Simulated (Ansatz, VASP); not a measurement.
## AlCu (bare Al-Cu alloy nanowire along [110]) in two plane-wave programs

Wanted: the spread between two codes on one cell, functional and k mesh. The cell is taken from a series of runs on this material, whose earlier steps may have relaxed, scaled, displaced or heated it; both programs get it as it stands.

Method: plane waves, with VASP 6.6.1 beside it; single point at PBE, in Ansatz 0.2.0.

## (1) Set-up

The cell holds 38 atoms: 19 Cu and 19 Al. Its edges and angles: a = 17.100 Å, b = 20.455 Å, c = 5.287 Å, α = 90.0°, β = 90.0°, γ = 90.0°. It derives from Al (fcc). As first built, before any earlier steps moved the atoms (in the runner's words): hexagon section of size parameter 5.53 A cut from fcc Al (a = 4.05 A) along [110], 2 periods, 19 atoms Cu at random; minimised with a classical potential (cell length normal to the plane free). Vacuum lies along a and b. The structure's axis is c.

## (2) Ansatz: single point, PBE

Ansatz runs on its default PAW (the set named soft_2) files.

A single point gives forces, pressure and levels at one fixed geometry, so differences don't come from the geometry; what else differs is listed under the comparison.

Input file input.yaml:

```yaml
crystal:
  lattice:
    - [17.1, 0.0, 0.0]
    - [0.0, 20.45513, 0.0]
    - [0.0, 0.0, 5.28677]
  atoms:
    - { symbol: Cu, position: [0.38408, 0.3052, 0.28533] }
    - { symbol: Cu, position: [0.38564, 0.3078, 0.78948] }
    - { symbol: Cu, position: [0.28508, 0.3733, 0.03163] }
    - { symbol: Al, position: [0.38805, 0.43711, 0.28692] }
    - { symbol: Cu, position: [0.28559, 0.37251, 0.54232] }
    - { symbol: Cu, position: [0.38934, 0.43888, 0.78602] }
    - { symbol: Al, position: [0.27065, 0.50135, 0.03235] }
    - { symbol: Al, position: [0.3911, 0.56594, 0.29157] }
    - { symbol: Al, position: [0.27043, 0.50043, 0.5384] }
    - { symbol: Cu, position: [0.39251, 0.56303, 0.79215] }
    - { symbol: Al, position: [0.27788, 0.63223, 0.04954] }
    - { symbol: Cu, position: [0.39054, 0.69185, 0.30289] }
    - { symbol: Cu, position: [0.2854, 0.62811, 0.55548] }
    - { symbol: Cu, position: [0.39274, 0.68701, 0.80024] }
    - { symbol: Cu, position: [0.49485, 0.2458, 0.0429] }
    - { symbol: Cu, position: [0.61026, 0.30584, 0.28273] }
    - { symbol: Al, position: [0.49247, 0.23838, 0.53871] }
    - { symbol: Al, position: [0.61492, 0.29614, 0.78305] }
    - { symbol: Al, position: [0.49669, 0.37034, 0.03325] }
    - { symbol: Al, position: [0.61272, 0.43725, 0.28388] }
    - { symbol: Al, position: [0.4967, 0.36762, 0.53598] }
    - { symbol: Al, position: [0.61352, 0.43423, 0.78497] }
    - { symbol: Cu, position: [0.49973, 0.50162, 0.03689] }
    - { symbol: Cu, position: [0.60733, 0.56487, 0.29521] }
    - { symbol: Cu, position: [0.49993, 0.50068, 0.54243] }
    - { symbol: Al, position: [0.60921, 0.5663, 0.7943] }
    - { symbol: Cu, position: [0.49973, 0.62903, 0.04733] }
    - { symbol: Cu, position: [0.60529, 0.68891, 0.30073] }
    - { symbol: Cu, position: [0.49914, 0.6286, 0.54695] }
    - { symbol: Al, position: [0.61156, 0.69834, 0.79931] }
    - { symbol: Al, position: [0.49547, 0.75911, 0.05254] }
    - { symbol: Al, position: [0.49543, 0.75926, 0.55023] }
    - { symbol: Al, position: [0.73145, 0.36852, 0.03505] }
    - { symbol: Al, position: [0.73114, 0.36912, 0.53254] }
    - { symbol: Al, position: [0.73195, 0.50437, 0.0363] }
    - { symbol: Cu, position: [0.72269, 0.50156, 0.53275] }
    - { symbol: Cu, position: [0.71529, 0.63032, 0.06094] }
    - { symbol: Al, position: [0.72351, 0.62907, 0.5509] }
kpoints:
  mp_grid: { grid: [1, 1, 4] }
hamiltonian:
  xc: pbe
scf:
  occupations: { method: fermi_dirac, width: 0.1 }
output:
  forces: true
  populations: intrinsic
  dos:
    method: { smearing: { sigma: 0.08 } }
    de: 0.1
    projected: { site_lists: { Al: [Al], Cu: [Cu] } }
  eigenvalues: true
  write_density: true
  write_potential: true
  volumetric_format: npy
```

Launch:

```
$ ansatz run input.yaml --threads 8 --pin off --max-ram 15872MiB --backend cpu --events-out ev --progress --plain --runs-dir out
```

Numbers of over 12 decimals in the logs are rounded to 6 here.

Output:

```text
Engine: ansatz 0.2.0, x86_64-unknown-linux-gnu
Pseudopotentials: kind: paw
Pseudopotential: Cu, paw, valence charge 19, recommended cutoff 420 eV (normal), Cu.paw.azcp
Pseudopotential: Al, paw, valence charge 3, recommended cutoff 420 eV (normal), Al.paw.azcp
Functional definition: PBE
  parameter kappa = 0.804
  parameter beta = 0.066725
  exchange = pbe_x(kappa = kappa, mu = beta*pi^2/3)
  correlation = pbe_c(beta = beta)
Crystal: 38 atoms, lattice volume = 1849.221 Å³
Basis set: ecut = 420 eV, 36137 PW (Γ), exchange–correlation on 240×288×72 points (8 copies of the dense FFT grid, shifted against one another)
Bands: 251, of which v1, the nominal top of the filled ones, is band 209 counted from 1 (208 counted from 0)
Symmetry: 1 space group operations
Space group: P1 (ITA 1), of the structure as read, at distance tolerance 1.2e-4 Å
k-points: 3 of 4 (time reversal used)
Non-local potential: Cu, projectors of the file, l = 0: 3, l = 1: 2, l = 2: 3, l = 3: 1
Non-local potential: Al, projectors of the file, l = 0: 2, l = 1: 2, l = 2: 1
PAW form: soft (Blöchl's): semilocal exchange-correlation on the pseudo side does not see the compensation charge
PAW one-centre angular grid: Cu, 590 points (default); XC on 64 Gauss nodes
PAW one-centre angular grid: Al, 110 points (default); XC on 64 Gauss nodes
Initial density: superposition of atomic densities (neutral atoms: chi_scale 0, normalization atom), corrected by the library's trained network
Initial wavefunctions: pseudopotential atomic-orbital guess
Functional: x = pbe(κ = 0.804, μ = 0.219515), c = pbe(β = 0.066725)
SCF iter   1: F=—  HF=-136080.891989 eV  |F-HF|=—  |Δ(HF+E_count)|=         —  Δρ=2.81e-3  dr2=8.22e-1  ethr=1.77e-3  ⟨swp⟩=9.0  Hψ=3332  notcnv=0  defer=33
preconditioner: auto → LDOS  [metal: Δε(μ)=0.066 eV  Ē_g=6.021 eV  σ=0.100 eV  W_gap=0.16  n_scr=296 (ndim 8)  ℏωp=14.1 eV  f_vac=0.624  D(μ)=18.36/eV (n_scr^D=72)  β→1.0]
SCF iter   2: F=—  HF=-136080.916701 eV  |F-HF|=—  |Δ(HF+E_count)|=   2.47e-2  Δρ=4.34e-3  dr2=2.35e-1  ethr=1.97e-4  ⟨swp⟩=2.0  Hψ=1319  notcnv=0  defer=44
SCF iter   3: F=—  HF=-136080.883797 eV  |F-HF|=—  |Δ(HF+E_count)|=   3.29e-2  Δρ=1.83e-3  dr2=4.13e-2  ethr=5.61e-5  ⟨swp⟩=2.0  Hψ=1418  notcnv=0  defer=44
SCF iter   4: F=—  HF=-136080.877933 eV  |F-HF|=—  |Δ(HF+E_count)|=   5.86e-3  Δρ=3.35e-4  dr2=3.93e-3  ethr=9.89e-6  ⟨swp⟩=2.7  Hψ=1277  notcnv=0  defer=44
SCF iter   5: F=—  HF=-136080.878465 eV  |F-HF|=—  |Δ(HF+E_count)|=   5.33e-4  Δρ=3.69e-4  dr2=1.97e-3  ethr=9.39e-7  ⟨swp⟩=2.0  Hψ=1254  notcnv=0  defer=44
SCF iter   6: F=—  HF=-136080.878398 eV  |F-HF|=—  |Δ(HF+E_count)|=   6.75e-5  Δρ=6.79e-5  dr2=1.82e-4  ethr=4.71e-7  ⟨swp⟩=2.0  Hψ=1186  notcnv=0  defer=44
SCF iter   7: F=—  HF=-136080.878408 eV  |F-HF|=—  |Δ(HF+E_count)|=   1.03e-5  Δρ=4.42e-5  dr2=4.75e-5  ethr=4.36e-8  ⟨swp⟩=2.0  Hψ=1080  notcnv=0  defer=44
SCF iter   8: F=—  HF=-136080.878718 eV  |F-HF|=—  |Δ(HF+E_count)|=   3.10e-4  Δρ=2.97e-5  dr2=1.50e-5  ethr=1.14e-8  ⟨swp⟩=2.0  Hψ=1147  notcnv=0  defer=42
SCF iter   9: F=—  HF=-136080.878718 eV  |F-HF|=—  |Δ(HF+E_count)|=   4.23e-7  Δρ=6.67e-6  dr2=1.26e-6  ethr=3.58e-9  ⟨swp⟩=2.0  Hψ=1048  notcnv=0  defer=42
SCF iter  10: F=—  HF=-136080.878721 eV  |F-HF|=—  |Δ(HF+E_count)|=   2.35e-6  Δρ=6.28e-6  dr2=5.55e-7  ethr=3.00e-10  ⟨swp⟩=2.3  Hψ=1125  notcnv=0  defer=42
SCF iter  11: F=-136080.878721 eV  HF=-136080.878721 eV  |F-HF|=1.33e-7  |Δ(HF+E_count)|=   3.40e-7  Δρ=2.09e-6  dr2=8.22e-8  ethr=2.39e-11  ⟨swp⟩=26.7  Hψ=6625  notcnv=0
SCF 1 converged in 11 iterations: F = -136080.878721 eV  dr2 = 8.22e-8
  greatest PAW one-centre occupation: 1.000 electrons in one spin orbital (limit 2), on the Cu atom at site 4 (counted from 0), in its partial waves of l = 0
[...]
atom  34  Al     0.06779824     0.02592162    -0.06759118
  atom  35  Al     0.15884961     0.08640882     0.10931686
  atom  36  Cu    -0.42539066    -0.09402727     0.07298833
  atom  37  Cu    -0.31646268    -0.09650122    -0.26700793
  atom  38  Al     0.06344743     0.04277217    -0.30213463
  max |Σ_I F_I| component: 8.06e-5 eV/Å
--- Band table (eV) ---
  k-point 0: bands = [... 205 lower, -0.2502, -0.1849, -0.0489, -0.0133, 0.0257, 0.2640, 0.4107, 0.5627, ... 38 higher]
  k-point 1: bands = [... 205 lower, -0.0167, 0.1418, 0.2160, 0.2895, 0.3631, 0.4827, 0.5918, 0.6583, ... 38 higher]
  k-point 2: bands = [... 205 lower, 0.0864, 0.1918, 0.2999, 0.4105, 0.4874, 0.6395, 0.8256, 1.0867, ... 38 higher]
--- intrinsic populations: 38 sites ---
  site symbol       q [e]
     0     Cu     18.6761
     1     Cu     18.6743
     2     Cu     18.7793
     3     Al      3.5428
     4     Cu     18.7683
     5     Cu     18.5690
     6     Al      3.3022
     7     Al      3.6793
     8     Al      3.3529
     9     Cu     18.6645
    10     Al      3.5392
    11     Cu     18.5922
    12     Cu     18.6020
    13     Cu     18.6643
    14     Cu     18.5963
    15     Cu     18.4466
    16     Al      3.5375
    17     Al      3.2534
    18     Al      3.4287
    19     Al      3.4014
    20     Al      3.3742
    21     Al      3.2144
    22     Cu     18.5366
    23     Cu     18.5829
[...]
30     Al      3.3775
    31     Al      3.3594
    32     Al      3.1159
    33     Al      3.1687
    34     Al      3.3103
    35     Cu     18.4661
    36     Cu     18.5021
    37     Al      3.5094
  spilling = 0.000000 (of n_electrons = 418.000000)
```

## (3) VASP: single point, PBE

The same cell, functional, mesh and smearing now go to VASP, with its own data sets.

Lines of VASP's logs that name or quote its potential files are left out, and so is its time.

Input file INCAR:

```
SYSTEM = AlCu
PREC = Accurate
ENCUT = 520
EDIFF = 1E-06
NELM = 120
ISMEAR = -1
SIGMA = 0.1
LREAL = Auto
ALGO = Normal
GGA = PE
NBANDS = 160
LASPH = .TRUE.
LORBIT = 11
LWAVE = .FALSE.
LCHARG = .FALSE.
ISIF = 2
GGA_COMPAT = .FALSE.
KPAR = 2
```

Input file POSCAR:

```
AlCu
1.0
   17.1000000000      0.0000000000      0.0000000000
    0.0000000000     20.4551300000      0.0000000000
    0.0000000000      0.0000000000      5.2867700000
Cu Al
19 19
Direct
    0.3840800000      0.3052000000      0.2853300000
    0.3856400000      0.3078000000      0.7894800000
    0.2850800000      0.3733000000      0.0316300000
    0.2855900000      0.3725100000      0.5423200000
    0.3893400000      0.4388800000      0.7860200000
    0.3925100000      0.5630300000      0.7921500000
    0.3905400000      0.6918500000      0.3028900000
    0.2854000000      0.6281100000      0.5554800000
    0.3927400000      0.6870100000      0.8002400000
    0.4948500000      0.2458000000      0.0429000000
    0.6102600000      0.3058400000      0.2827300000
    0.4997300000      0.5016200000      0.0368900000
    0.6073300000      0.5648700000      0.2952100000
    0.4999300000      0.5006800000      0.5424300000
    0.4997300000      0.6290300000      0.0473300000
    0.6052900000      0.6889100000      0.3007300000
    0.4991400000      0.6286000000      0.5469500000
    0.7226900000      0.5015600000      0.5327500000
    0.7152900000      0.6303200000      0.0609400000
    0.3880500000      0.4371100000      0.2869200000
    0.2706500000      0.5013500000      0.0323500000
    0.3911000000      0.5659400000      0.2915700000
    0.2704300000      0.5004300000      0.5384000000
    0.2778800000      0.6322300000      0.0495400000
    0.4924700000      0.2383800000      0.5387100000
    0.6149200000      0.2961400000      0.7830500000
    0.4966900000      0.3703400000      0.0332500000
    0.6127200000      0.4372500000      0.2838800000
    0.4967000000      0.3676200000      0.5359800000
    0.6135200000      0.4342300000      0.7849700000
    0.6092100000      0.5663000000      0.7943000000
    0.6115600000      0.6983400000      0.7993100000
    0.4954700000      0.7591100000      0.0525400000
    0.4954300000      0.7592600000      0.5502300000
    0.7314500000      0.3685200000      0.0350500000
    0.7311400000      0.3691200000      0.5325400000
    0.7319500000      0.5043700000      0.0363000000
    0.7235100000      0.6290700000      0.5509000000
```

Input file KPOINTS:

```
Automatic mesh
0
Gamma
1 1 4
0 0 0
```

The projector-augmented-wave data sets are Cu and Al (PBE family, release 64).

Launch:

```
$ mpirun -np 4 vasp_std
```

Output:

```text
[banner, memory and clock lines left out]
running    4 mpi-ranks, on    1 nodes
[...]
LDA part: xc-table for (Slater+PW92), standard interpolation
 POSCAR, INCAR and KPOINTS ok, starting setup
[...]
entering main loop
       N       E                     dE             d eps       ncg     rms          rms(c)
DAV:   1     0.208925914276E+04    0.20893E+04   -0.94420E+04   968   0.146E+03
DAV:   2     0.536643475872E+02   -0.20356E+04   -0.19641E+04   960   0.358E+02
DAV:   3    -0.146472419421E+03   -0.20014E+03   -0.18609E+03  1096   0.158E+02
DAV:   4    -0.163409965210E+03   -0.16938E+02   -0.16398E+02  1392   0.486E+01
[...]
DAV:  32    -0.132153383450E+03   -0.47411E-05   -0.41854E-07   632   0.402E-03    0.346E-04
DAV:  33    -0.132153384650E+03   -0.12008E-05   -0.18128E-07   632   0.283E-03    0.354E-04
DAV:  34    -0.132153385162E+03   -0.51182E-06   -0.10568E-07   584   0.225E-03
   1 F= -.13215339E+03 E0= -.13185629E+03  d E =-.594197E+00
```

From OUTCAR (step 3):

```text
  Total       -5.5667037     -0.1755711    -16.4037314     -1.5155145     -0.6871597      0.6014659
  in kB       -4.8230295     -0.1521160    -14.2123031     -1.3130519     -0.5953598      0.5211141
  external PRESSURE =      -6.3958162 kB  Pullay stress =       0.0000000 kB

 POSITION                                       TOTAL-FORCE (eV/Angst)
 -----------------------------------------------------------------------------------
      6.56777      6.24291      1.50847         0.239597      0.148354      0.060398
      6.59444      6.29609      4.17380         0.271128     -0.105579     -0.072151
      4.87487      7.63590      0.16722         0.295288      0.185754      0.211372
      4.88359      7.61974      2.86712         0.224889      0.199102     -0.215198
      6.65771      8.97735      4.15551        -0.074550     -0.149215      0.041723
      6.71192     11.51685      4.18791        -0.234492     -0.014839      0.099975
      6.67823     14.15188      1.60131        -0.052325     -0.037109     -0.108080
      4.88034     12.84807      2.93669         0.273083     -0.083338     -0.141821
      6.71585     14.05288      4.23068        -0.012609      0.289977      0.084246
      8.46193      5.02787      0.22680         0.104093      0.223543     -0.132274
     10.43545      6.25600      1.49473        -0.062671      0.183522      0.109104
      8.54538     10.26070      0.19503         0.279152     -0.171723      0.067815
     10.38534     11.55449      1.56071         0.159966     -0.246787     -0.017392
      8.54880     10.24147      2.86770         0.083803     -0.234632     -0.074914
[...]
-----------------------------------------------------------------------------------
    total drift:                                0.016418     -0.001206     -0.018031

  FREE ENERGIE OF THE ION-ELECTRON SYSTEM (eV)
  ---------------------------------------------------
  free  energy   TOTEN  =      -132.1533851622 eV

  energy  without entropy=     -131.5591882002  energy(sigma->0) =     -131.85628668

[... 3 further parts left out ...]
[key lines of the parts left out:]
E-fermi :  -0.7875
```

## (4) Comparison

Known differences besides the potentials themselves: the data sets hold 418 valence electrons in Ansatz (on its default PAW (the set named soft_2) files) and 266 in VASP; the cutoff is 420 eV in Ansatz and 520 eV in VASP (PREC = Accurate, projectors in real space). Total energies have different zeros and are not compared.

Forces on 10 of the 38 atoms, those with the largest forces and the largest differences (eV/Å; atoms numbered as in POSCAR):

```csv
atom,"Ansatz x, y, z","VASP x, y, z"
Cu4,"0.255, 0.204, -0.216","0.225, 0.199, -0.215"
Cu8,"0.303, -0.091, -0.142","0.273, -0.083, -0.142"
Cu10,"0.101, 0.259, -0.132","0.104, 0.224, -0.132"
Cu16,"0.120, 0.439, 0.105","0.129, 0.456, 0.104"
Cu18,"-0.425, -0.094, 0.073","-0.399, -0.091, 0.074"
Al20,"-0.288, -0.369, -0.042","-0.281, -0.363, -0.043"
Al22,"0.409, 0.413, 0.169","0.393, 0.403, 0.165"
Al24,"0.227, 0.474, -0.128","0.213, 0.460, -0.121"
Al28,"-0.182, 0.377, 0.128","-0.176, 0.360, 0.120"
Al31,"-0.496, -0.271, 0.090","-0.484, -0.275, 0.092"
```

The forces differ by 11 meV/Å r.m.s., which is 5.4 % of the r.m.s. force of 0.194 eV/Å (both taken over all components). With vacuum in the cell, a pressure given here is an average over mostly empty space and none of the material.

## (5) Summary of results

```json
{
 "r.m.s. force difference (single point, PBE)": "11 meV/Å"
}
```

**Reading.** The r.m.s. force difference is 11 meV/Å (single point, PBE), within the 12 meV/Å picked in this series as the mark of a large difference. The data sets hold unlike numbers of valence electrons (418 in Ansatz and 266 in VASP), so part of the differences comes from the potentials. Such differences can come from data sets, numerical settings and the points named under the comparisons, not from the functional's error against experiment.

[Lines on the potential files, build, host, timing and source positions are cut from VASP's logs without a mark.]

[Logs are printed without paths, hosts, clocks, repeated set-up lines and the standing remarks that a program may print on its own settings, such as how far it seeks lower states.]

[Hosts, paths, dates, database ids (printed as entryN), source tags and the programs' standing remarks are cut or masked in the printed files.]
